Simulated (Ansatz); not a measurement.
Wanted: the native input for an Ansatz 0.2.0 run.

```
Task                : relaxation of cell and atoms
Functional          : r2SCAN
Potentials or basis : Ansatz PAW
Cutoff              : 500 eV (not typed: the program's choice for these potentials)
k mesh              : 12 × 12 × 4
Occupations         : fermi-dirac, width 0.05 eV
Spin                : collinear spin, ferromagnetic start
Starting moments    : [2.0, 2.0, 2.0, 2.0] μB
```

Crystal: Co.

```
Co
1.0
     2.47056    0.00000    0.00000
    -1.23528    2.13957    0.00000
     0.00000    0.00000    8.08823
Co
4
Cartesian
  1.2353 0.7132 6.0662
  0.0000 0.0000 4.0441
  0.0000 1.4264 2.0221
  0.0000 0.0000 0.0000
```

The input as run:

input.yaml

```yaml
crystal:
  lattice:
    - [2.4705617809, 0.0, 0.0]
    - [-1.2352808905, 2.1395692639, 0.0]
    - [0.0, 0.0, 8.0882338]
  atoms:
    - { symbol: Co, position: [0.6666666667, 0.3333333333, 0.75], spin: 2.0 }
    - { symbol: Co, position: [0.0, 0.0, 0.5], spin: 2.0 }
    - { symbol: Co, position: [0.3333333333, 0.6666666667, 0.25], spin: 2.0 }
    - { symbol: Co, position: [0.0, 0.0, 0.0], spin: 2.0 }
hamiltonian:
  xc: r2scan
  pseudopotentials: { kind: paw }
magnetization:
  spin_polarized: true
kpoints:
  mp_grid: { grid: [12, 12, 4] }
scf:
  occupations: { method: fermi_dirac, width: 0.05 }
output:
  forces: true
  stress: true
relax:
  f_tol: 0.01
  max_steps: 40
  cell: { stress_tol: 0.05 }
```

Potentials or basis: Ansatz PAW.

Run with:

```console
$ ansatz run input.yaml --threads 2 --pin off --max-ram 5120MiB --backend cpu --events-out ev --progress --plain --runs-dir out
```

It gave:

| Item | Value |
| --- | --- |
| Relaxed volume | 10.67 Å³/atom |
| Relaxed cell | a = 2.470 Å, b = 2.470 Å, c = 8.078 Å, α = 90.00°, β = 90.00°, γ = 120.00° |
| Space group after relaxing (to 0.05 Å) | P6_3/mmc (No. 194) |
| Energy gained by relaxing | 0.0 meV/atom |
| Ionic steps | 4 |
| Pressure after relaxing | 0.0 GPa |
| Net moment | 7.07 μB per cell |
| Absolute moment | 8.24 μB per cell |
| Site moments | Co +1.91, +1.88 μB |

Caveat: the magnetic or orbital state may not be the lowest; the plane-wave basis is chosen anew once the cell has moved, so the energies of steps on either side of that aren't comparable; the PAW data sets come from PBE, with cores solved anew for the run's functional, which leaves a small shift of forces and pressure.

Wall time 73 s on 2 threads of Arm Neoverse V1 (shared host), peak memory 0.59 GiB.
